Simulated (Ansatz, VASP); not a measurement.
**One calculation of Ag, two programs**

File INCAR:

```
SYSTEM = Ag
PREC = Accurate ; ENCUT = 520
EDIFF = 1E-6 ; ISMEAR = -1
SIGMA = 0.05 ; LREAL = .False.
LASPH = .True. ; NELM = 100
ALGO = Normal ; ISIF = 2
LWAVE = .False. ; LCHARG = .False.
GGA = PE ; NBANDS = 12
```

File KPOINTS:

```
Automatic mesh
0
Gamma
  12 12 12
  0 0 0
```

The input POSCAR:

```
Ag
1.0
    2.6957643770      0.0000000000      0.0000000000
    0.0000000000      2.6957643770      0.0000000000
    0.0000000000      0.0000000000      2.6957643770
Ag
1
Direct
    0.0000000000      0.0000000000      0.0000000000
```

Input for Ansatz:

```yaml
crystal:
  lattice:
    - [2.695764377, 0.0, 0.0]
    - [0.0, 2.695764377, 0.0]
    - [0.0, 0.0, 2.695764377]
  atoms:
    - { symbol: Ag, position: [0.0, 0.0, 0.0] }
kpoints:
  mp_grid: { grid: [12, 12, 12] }
scf:
  occupations: { method: fermi_dirac, width: 0.05 }
hamiltonian:
  xc: pbe
  pseudopotentials: { kind: all_electron, lapw: { basis_error: 0.00025 } }
output:
  forces: true
  stress: true
  eigenvalues: true
```

Change from the starting cell: volume scaled by 0.9405.

Alike in both runs: task single point; functional PBE; k mesh 12 × 12 × 12; occupations fermi-dirac, width 0.05 eV; no spin polarisation.

```csv
,VASP,Ansatz
version,VASP 6.6.1,Ansatz 0.2.0
potentials or method,"VASP PAW PBE potentials, release 64 (Ag)","all-electron LAPW, scalar-relativistic"
plane-wave cutoff (eV),520,see its input
```

|  | VASP | Ansatz | Ansatz less VASP |
| --- | --- | --- | --- |
| pressure (GPa) | 4.7 | 4.8 | +0.15 |

Ansatz ran all-electron here, so the differences hold the error of VASP's frozen core and of both bases.
